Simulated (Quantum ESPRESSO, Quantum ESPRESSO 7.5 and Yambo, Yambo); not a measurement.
# Sb (buckled honeycomb monolayer): Bethe-Salpeter spectra with Yambo

Aim: follow the lowest exciton of Sb (buckled honeycomb monolayer) as the mesh is refined.

Program: Quantum ESPRESSO 7.5 and Yambo 5.3.0. Level of theory: PBE and many-body steps on it, plane waves. Results are calculated unless marked as measured.

### 1. The structure

The cell holds 2 atoms: 2 Sb. Its edges and angles: a = 4.136 Å, b = 4.136 Å, c = 14.000 Å, α = 90.0°, β = 90.0°, γ = 120.0°. It derives from  ([{'formula': 'Sb', 'spacegroup': 166, 'source': 'prototype of the bulk crystal'}]). Vacuum lies along c.

The structure was relaxed with PBE. The runs that relaxed it are not among those shown.

### 2. Empty states on the mesh, 6×6×1 mesh, 130 bands

This step: Quantum ESPRESSO 7.5; DFT, PBE with spin-orbit coupling, plane waves, norm-conserving pseudopotentials.

The sums over transitions need many empty states on a uniform mesh; this step solves for them.

File pw.in:

```
&control
  calculation = 'nscf'
  prefix = 'x'
  outdir = 'o'
  pseudo_dir = 'pseudo'
/
&system
  ibrav = 0
  nat = 2
  ntyp = 1
  ecutwfc = 88.0
  nbnd = 130
  force_symmorphic = .true.
  noncolin = .true.
  lspinorb = .true.
/
&electrons
  conv_thr = 1e-9
  electron_maxstep = 80
  diago_full_acc = .true.
  diago_thr_init = 5e-6
/
ATOMIC_SPECIES
  Sb 121.76 Sb.upf
CELL_PARAMETERS angstrom
  4.1361780447 -0.0000000002 0.0000000000
  -2.0680890222 3.5820352614 0.0000000000
  0.0000000000 0.0000000000 14.0000000000
ATOMIC_POSITIONS crystal
  Sb 0.3333333333 0.6666666667 0.4417690703
  Sb 0.6666666667 0.3333333333 0.5582309297
K_POINTS automatic
  6 6 1 0 0 0
```

The run is started by

```sh
$ OMP_NUM_THREADS=1 mpirun -n 8 pw.x -nk 4 -in pw.in > pw.out
```

Log:

```text
Program PWSCF v.7.5 starts

     This program is part of the open-source Quantum ESPRESSO suite
     for quantum simulation of materials; please cite
         "P. Giannozzi et al., J. Phys.:Condens. Matter 21 395502 (2009);
         "P. Giannozzi et al., J. Phys.:Condens. Matter 29 465901 (2017);
         "P. Giannozzi et al., J. Chem. Phys. 152 154105 (2020);
     in publications or presentations arising from this work. More details at

     Atomic positions and unit cell read from directory:
     o/x.save/

     Message from routine setup:
[...]
-143.6891-143.6891-143.6887-143.6887-102.6420-102.6420-102.6404-102.6404
[...]
10.6011  10.6011  10.6498  10.6498  12.1509  12.1509  12.5492  12.5492
     [... 5 further rows ...]
    20.0841  20.0841  20.4377  20.4377  20.5720  20.5720  20.9982  20.9982
    21.2583  21.2584

          k =-0.0000-0.5774 0.0000 ( 19516 PWs)   bands (ev):

     [... further k-points ...]

     highest occupied, lowest unoccupied level (ev):     0.1295    1.1981

     XML data file, pseudopotentials, collected wavefunctions

=------------------------------------------------------------------------------=
   JOB DONE.
=------------------------------------------------------------------------------=
```

Run time: 2.4 min. Hardware: 8 MPI ranks of Arm Neoverse V1, shared host; peak memory 2.3 GiB.

Numbers from this step:

| Quantity | Value |
| --- | --- |
| gap | 1.069 eV |
| k of the valence top | 0, 0, 0 |
| k of the conduction bottom | 0, 0.3333, 0 |
| least direct gap | 1.239 eV |
| k points computed | 7 |
| lowest point of the top converged band, above the valence top | 19.10 eV |

On this mesh the gap is 1.069 eV.

The density comes from a self-consistent run that is not shown, made with spin-orbit coupling and fully relativistic files.

### 3. Conversion and set-up

This step: Yambo 5.3.0; conversion and set-up on PBE with spin-orbit coupling, plane waves, norm-conserving pseudopotentials.

The states are converted to the many-body program's format and the q mesh is built.

The run is started by

```sh
$ (cd o/x.save; p2y > p2y.log; mv SAVE ../..); yambo > setup.log
```

Log:

```text
 Yambo, version 5.3.0

 [02] CORE Variables Setup
 =========================

  [02.01] Unit cells
  ==================

  Cell kind             :  HCP
  Atoms in the cell     :  Sb
  number of Sb atoms    :  2

  List of atomic masses
  Mass of Sb    :  121.7600

  List of atomic coordinates    : [cc]
  Sb1       : -0.20184E-09   4.5127       11.688      order 1
  Sb2       :   3.90812   2.25636  14.76865  order 2

  Alat factors          :   7.81624   6.76907  26.45617 [a.u.]
  Direct lattice volume :   1399.76    [a.u.]
  Direct lattice vectors:  A[ 1 ]  A[ 2 ]  A[ 3 ]
[...]
BZ  Q-points                                      :   36

 K/Q-points units:
 rlu = crystal or reduced units; cc = cartesian coordinates; iku = interal k-units

 Q [1]          [rlu]:  0.000000  0.000000  0.000000
 Q [2]          [rlu]:  0.25891E-17  0.16667       0.0000
 Q [3]          [rlu]:  0.51782E-17  0.33333       0.0000
 Q [4]          [rlu]: -0.77673E-17 -0.50000       0.0000
 Q [5]          [rlu]:  0.166667  0.166667  0.000000
 Q [6]          [rlu]:  0.166667  0.333333  0.000000
 Q [7]          [rlu]:  0.333333  0.333333  0.000000

  [03.01] X indexes
  =================

   [03.01.01] Sigma indexes
   ========================

 [06] Game Over & Game summary
```

Wall time 3.9 s (1 MPI rank); peak memory 0.26 GiB.

### 4. Screening and self-energy, 6×6×1 mesh, 130 bands, screening to 68 eV

Now the one-shot GW correction: screening in the RPA, then the self-energy of the levels asked for.

This step: G0W0 on PBE with spin-orbit coupling, plane waves, norm-conserving pseudopotentials.

File gw1.in:

```
HF_and_locXC
gw0
dyson
ppa
em1d
rim_cut
rim_w
RandQpts= 3000000
RandGvec= 100 RL
CUTGeo= "slab z"
RandGvecW= 9 RL
EXXRLvcs= 88 Ry
VXCRLvcs= 352 Ry
Chimod= "HARTREE"
% BndsRnXp
 1 | 130 |
%
NGsBlkXp= 5 Ry
% LongDrXp
 1 | 1 | 0 |
%
% GbndRnge
 1 | 130 |
%
DysSolver= "n"
ExtendOut
PPAPntXp= 27.21138 eV
% QPkrange
 1 | 1 | 43 | 50 |
 3 | 3 | 43 | 50 |
%
```

The run is started by

```sh
$ OMP_NUM_THREADS=4 mpirun -n 2 yambo -F gw1.in -J gw1 -C gw1 > gw1.log
```

Log:

```text
 Yambo, version 5.3.0

 [02] CORE Variables Setup
 =========================

  [... cell, symmetries and grids as in the set-up ...]

  [02.05] Energies & Occupations
  ==============================

  [X] === General ===
  [X] Electronic Temperature                        :  0.000000  0.000000 [eV K]
  [X] Bosonic    Temperature                        :  0.000000  0.000000 [eV K]
  [X] Finite Temperature mode                       : no
  [X] El. density                                   :  0.22177E+24 [cm-3]
[...]
QP @ state[ 1 ] b range                          :   43   50
  QP @ state[ 2 ] K range                          :  3  3
  QP @ state[ 2 ] b range                          :   43   50
  GF energies kind                                 : Perdew, Burke & Ernzerhof(X)+Perdew, Burke & Ernzerhof(C)
  GF WF`s kind                                     : Perdew, Burke & Ernzerhof(X)+Perdew, Burke & Ernzerhof(C)
  Xs energies kind                                 : Perdew, Burke & Ernzerhof(X)+Perdew, Burke & Ernzerhof(C)
  Xs WF`s kind                                     : Perdew, Burke & Ernzerhof(X)+Perdew, Burke & Ernzerhof(C)

 [14] Game Over & Game summary
```

It took 11 min on 2 MPI ranks; peak memory 5.8 GiB.

Numbers from this step:

| Quantity | Value |
| --- | --- |
| G0W0 gap on the points computed | 1.738 eV |
| starting gap on the mesh | 1.069 eV |
| k of the valence top | 0, 0, 0 |
| k of the conduction bottom | 0, 0.3333, 0 |
| least direct G0W0 gap on the computed points | 2.202 eV |

The gap on the mesh goes from 1.07 eV to 1.74 eV, a correction of +0.67 eV.

The gap opens by 0.669 eV; the next steps shift the empty bands rigidly by 0.963 eV, the correction at the start's least direct gap.

### 5. Excitons

Optical absorption needs the electron-hole interaction, solved here in a basis of vertical transitions on the mesh.

This step: Bethe-Salpeter equation on PBE with a scissors shift with spin-orbit coupling, plane waves, norm-conserving pseudopotentials.

File bse2.in:

```
optics
bss
bse
em1s
dipoles
rim_cut
rim_w
RandQpts= 3000000
RandGvec= 100 RL
CUTGeo= "slab z"
RandGvecW= 9 RL
Chimod= "HARTREE"
BSKmod= "SEX"
BSEmod= "resonant"
BSSmod= "d"
BSENGexx= 30 Ry
BSENGBlk= 5 Ry
% BSEQptR
 1 | 1 |
%
% BSEBands
 41 | 56 |
%
% BEnRange
 0 | 7 | eV
%
% BDmRange
 0.1 | 0.1 | eV
%
BEnSteps= 141
% BLongDir
 1 | 0 | 0 |
%
% BndsRnXs
 1 | 84 |
%
NGsBlkXs= 5 Ry
% LongDrXs
 1 | 1 | 0 |
%
% KfnQP_E
 0.963 | 1.0 | 1.0 |
%
WRbsWF
```

The run is started by

```sh
$ OMP_NUM_THREADS=4 mpirun -n 2 yambo -F bse2.in -J bse2 -C bse2 > bse2.log
```

Log:

```text
 Yambo, version 5.3.0

 [02] CORE Variables Setup
 =========================

  [... cell, symmetries and grids as in the set-up ...]

  [02.05] Energies & Occupations
  ==============================

  [X] === General ===
  [X] Electronic Temperature                        :  0.000000  0.000000 [eV K]
  [X] Bosonic    Temperature                        :  0.000000  0.000000 [eV K]
  [X] Finite Temperature mode                       : no
  [X] El. density                                   :  0.22177E+24 [cm-3]
  [X] Fermi Level                                   :  0.129500 [eV]

  [X] === Gaps and Widths ===
  [X] Conduction Band Min                           :  1.068573 [eV]
  [X] Valence Band Max                              :  0.000000 [eV]
  [X] Filled Bands                                  :   46
  [X] Empty Bands                                   :   47  130
  [X] Direct Gap                                    :  1.239282 [eV]
  [X] Direct Gap localized at k                     :  1
  [X] Indirect Gap                                  :  1.068573 [eV]
  [X] Indirect Gap between kpts                     :  1  3
  [X] Last valence band width                       :  1.922388 [eV]
  [X] 1st conduction band width                     :  0.871988 [eV]

 [03] Transferred momenta grid and indexing
 ==========================================

 [BZ sampling] Q-grid is User defined and/or read from the database

 IBZ Q-points                                      :   7
 BZ  Q-points                                      :   36

 K/Q-points units:
 rlu = crystal or reduced units; cc = cartesian coordinates; iku = interal k-units

 Q [1]          [rlu]:  0.000000  0.000000  0.000000
 Q [2]          [rlu]:  0.25891E-17  0.16667       0.0000
 Q [3]          [rlu]:  0.51782E-17  0.33333       0.0000
 Q [4]          [rlu]: -0.77673E-17 -0.50000       0.0000
 Q [5]          [rlu]:  0.166667  0.166667  0.000000
 Q [6]          [rlu]:  0.166667  0.333333  0.000000
 Q [7]          [rlu]:  0.333333  0.333333  0.000000

  [03.01] X + BSE indexes
  =======================

   [03.01.01] Sigma indexes
   ========================

 [04] Coloumb potential Random Integration (RIM)
 ===============================================

 Performing RIM of v_slab

  [04.01] RIM initialization
  ==========================

  * Diagonal components only detected *

  8 x (sBL volume)        :  0.039380 [a.u.]
  sBZ random points       :  3000000
  Points outside the sBZ  :  24000829
  RL volume               :  0.177209 [a.u.]
  Integrated volume       :  0.177203 [a.u.]

  [04.02] RIM integrals
  =====================

  Gamma point sphere radius             :  0.036325 [a.u.]
  Points outside the sphere             :  2398884
  [Int_sBZ(q=0) 1/q^2]*(Vol_sBZ)^(-1/3) =:  7.383989
                                 should be <:  7.795600

  Summary of Coulomb integrals for non-metallic bands |Q|[au] RIM/Bare

  Q [1] 0.100000E-4 0.947200 * Q [2] 0.154703 0.952990
  Q [5] 0.267954 1.009986 * Q [3] 0.309407 1.014047
  Q [6] 0.409307 1.014601 * Q [4] 0.464110 1.013102
  Q [7] 0.535908 1.010644
  Non-periodic chartesian directions : none
  Optical renormalization            :  26.45617 [au]
  Polarizability dimension           : length

 [05] Coloumb potential CutOffslab
 =================================

 Cut directionsZ
 Slab Cutoff:Z
 Symmetry test passed : yes

 [06] External/Internal QP corrections
 =====================================

 [QP_apply] Action to be applied: USER defined scissor

  [06.01]  QP corrections report
  ==============================

  [K+QP] === General ===
  [K+QP] Electronic Temperature                     :  0.000000  0.000000 [eV K]
  [K+QP] Bosonic    Temperature                     :  0.000000  0.000000 [eV K]
  [K+QP] Finite Temperature mode                    : no
  [K+QP] El. density                                :  0.22177E+24 [cm-3]
  [K+QP] Fermi Level                                :  0.000000 [eV]

  [K+QP] === Gaps and Widths ===
[...]
=============================

 [WR./bse2//ndb.em1s]------------------------------------------------------------
  Brillouin Zone Q/K grids (IBZ/BZ)                :    7   36    7   36
  RL vectors                                       :  22967 [WF]
  Coulomb cutoff potential                         : slab z
  Electronic Temperature                           :  0.000000 [K]
  Bosonic    Temperature                           :  0.000000 [K]
  Static diel. fun.  energies                      : Perdew, Burke & Ernzerhof(X)+Perdew, Burke & Ernzerhof(C)
  wavefunctions                                    : Perdew, Burke & Ernzerhof(X)+Perdew, Burke & Ernzerhof(C)
  Global Gauge                                     : length
  X matrix size                                    :  277
  X band range                                     :    1   84
  X e/h energy range                               : -1.000000 -1.000000 [eV]
  X Time ordering                                  : T
  X Hxc Kernel                                     : HARTREE
  X Drude frequency                                :  0.000000  0.000000
  X poles                                          :  100.0000 [o/o]
  RL vectors in the sum                            :  22967
  [r,Vnl] included                                 : yes
  Field direction                                  :  0.707107E-5  0.707107E-5   0.00000
  BZ energy Double Grid                            : no
  BZ energy DbGd points                            : 0
  BZ Q point size factor                           : -1.000000
  X Optical Averaged directions                    : none

 [09] Bethe Salpeter Equation driver
 ===================================

 [WARNING] Coulomb cutoff at q=0. Default/Suggested Lkind= bar

  [09.01] Bethe Salpeter Equation @q1
  ===================================

   [09.01.01] Transition pre-analysis @q1
   ======================================

   [09.01.02] Transition Groups build-up @q1
   =========================================

   [BSK] Transition groups (total):  14
   [BSK] Size (resonant):  2160
   [BSK]         (total):  2160
   [BSK] N. of matrices :  1

   [09.01.03] Loading Dipoles @q1
   ==============================

   [09.01.04] Independent Particles properties @q1
   ===============================================

   Optical renormalization       :  26.45617 [a.u.]
   Polarizability dimension      : length

   ==========================================================

   [BSE] Exchange components :   3875
   [BSE] Correlation components :   277  1291

    [09.01.05.01] RIM-W interpolation
    =================================

    [WARNING] RIM-W works only for 2D semiconductors with slab cutoff
    Found compatible q grid: 2D
    q_min[ 1 ]:  0.16667      0.12912E-11   0.0000     [rlu]
     0.166667  0.083333  0.000000 [iku]
    q_min[ 2 ]:  0.25891E-17  0.16667       0.0000     [rlu]
     0.93057E-11  0.16667       0.0000     [iku]
    G-vectors :  13
    G-vectors loaded:  139
    Number of interpolated frequencies:  1

    Evaluating coefficients q = 0

    [09.01.05.02] RIM-W integrals
    =============================

    8 x (sBL volume)        :  0.039380 [a.u.]
    sBZ random points       :  3000000
    Points outside the sBZ  :  24000829
    RL volume               :  0.177209 [a.u.]
    Integrated volume       :  0.177203 [a.u.]

    [09.01.05.03] RIM integrals
    ===========================

    Comparison between head Wc = W - v averages: < Wc > [au] RIM-W/RIM

     < -Wc [Q = 1] > 0.356279E-1 0.589818E-4 * < -Wc [Q = 2] > 0.005599 0.005447
     < -Wc [Q = 3] > 0.001104 0.001084 * < -Wc [Q = 4] > 0.373566E-3 0.369528E-3
     < -Wc [Q = 5] > 0.001601 0.001570 * < -Wc [Q = 6] > 0.536935E-3 0.531909E-3
     < -Wc [Q = 7] > 0.248793E-3 0.247379E-3

    Comparison between head Wc = W - v averages: < Wc > [au] RIM-W/RIM

     < -Wc [G = 1,G`=0] > 0.356279E-1 0.589818E-4 * < -Wc [G = 2,G`=0] >-0.001567 0.000000
     < -Wc [G = 3,G`=0] >-0.001567 0.000000 * < -Wc [G = 4,G`=0] > 0.227378E-4  0.00000
     < -Wc [G = 5,G`=0] > 0.227231E-4  0.00000 * < -Wc [G = 6,G`=0] > 0.622694E-4  0.00000
     < -Wc [G = 7,G`=0] > 0.622872E-4  0.00000 * < -Wc [G = 8,G`=0] >-0.472690E-5  0.00000
     < -Wc [G = 9,G`=0] >-0.547348E-5  0.00000 * < -Wc [G = 10,G`=0] >-0.471352E-5  0.00000
     < -Wc [G = 11,G`=0] >-0.491657E-5  0.00000 * < -Wc [G = 12,G`=0] >-0.543758E-5  0.00000
     < -Wc [G = 13,G`=0] >-0.489318E-5  0.00000

    [09.01.05.04] Screened interaction header I/O
    =============================================

    [09.01.05.05] Main kernel loop
    ==============================

    [09.01.05.06] Wave-Function Phases
    ==================================

    [BSE] WF phases found       :  45.23810 [o/o]

   [09.01.06] BSE solver(s) @q1
   ============================

   [09.01.07] Diago Solver @q1
   ===========================

 [12] Game Over & Game summary
```

Wall time 5.2 min (2 MPI ranks); peak memory 2 GiB; 19 min of CPU time.

This step gave:

```
transitions in the window                                      : 2160
direct gap of the transition levels                            : 2.202 eV
lowest state                                                   : 1.408 eV
first strong exciton (over a fiftieth of the strongest listed) : 1.408 eV
binding of the lowest state below the direct gap               : 0.7948 eV
```

The lowest state lies at 1.408 eV, 0.795 eV under the direct gap.

Lines within 3 meV are set at the lowest of them, and the highest group, which the list may cut short, is left out. Exciton lines, with heights relative to the strongest:

```
position (eV)  lines merged  strength, relative
        1.407             2                 7.7
        1.418             2                 100
        1.719             1                 0.0
        1.733             2                  77
        1.738             1                 0.0
        2.009             1                 0.1
        2.016             1                 0.0
        2.023             2                 6.9
        2.066             2                  12
        2.101             2                  49
        2.123             1                 0.3
        2.133             1                 0.0
        2.137             2                 0.0
        2.145             2                 7.8
```

The Im polarisability of the sheet has structure finer than the step of the table below, so its rows give means over 0.2 eV, whole bins alone (the curve runs from 0 to 7 eV). Peaks (eV: height): BSE 1.40: 28.1, 1.75: 23.5, 2.35: 32.0, 2.60: 34.2, 2.90: 23.7, 3.30: 21.9; no electron-hole interaction 2.20: 23.7, 3.00: 36.4, 3.65: 33.7, 4.20: 28.2.

Sheet polarisability (bohr); field along x; broadening 0.1 eV; transition window only. Limits: finite bands, cutoff and mesh; exciton not shown settled in the k mesh. The Im polarisability of the sheet by photon energy; means over each step:

```
photon energy (eV)    BSE  no electron-hole interaction
               0.2  0.496                         0.205
               0.4  0.645                         0.239
               0.6  0.887                         0.282
               0.8   1.34                         0.341
               1.0   2.42                         0.423
               1.2   6.78                         0.545
               1.4   22.9                         0.744
               1.6   17.1                          1.12
               1.8   18.4                          2.05
               2.0   17.8                          6.10
               2.2   25.8                          18.8
               2.4   29.0                          10.9
               2.6   30.1                          10.3
               2.8   21.5                          10.7
               3.0   16.8                          29.4
               3.2   15.7                          19.1
               3.4   17.9                          26.4
               3.6   10.9                          29.5
               3.8   5.83                          17.8
               4.0   5.96                          13.6
               4.2   6.13                          24.5
               4.4   4.98                          16.3
               4.6   6.13                          7.26
               4.8   5.33                          8.13
               5.0   3.66                          7.38
               5.2   4.16                          6.53
               5.4   2.54                          7.82
               5.6   1.95                          5.71
               5.8   2.31                          4.37
               6.0   1.76                          6.51
               6.2  0.934                          4.67
               6.4   1.13                          3.39
               6.6   1.25                          3.73
               6.8   1.45                          2.25
```

[end of part 1 of 3]

[Paths, hosts, dates, memory and timing lines, banners, echoed tables and standing remarks are left out of the program output.]

[Logs are printed without paths, hosts, clocks, repeated set-up lines and the standing remarks that a program may print on its own settings, such as how far it seeks lower states.]

[Runs of the session that timed out or met a known fault of the program may be left out.]

[Hosts, paths, dates, database ids (printed as entryN), source tags and the programs' standing remarks are cut or masked in the printed files.]
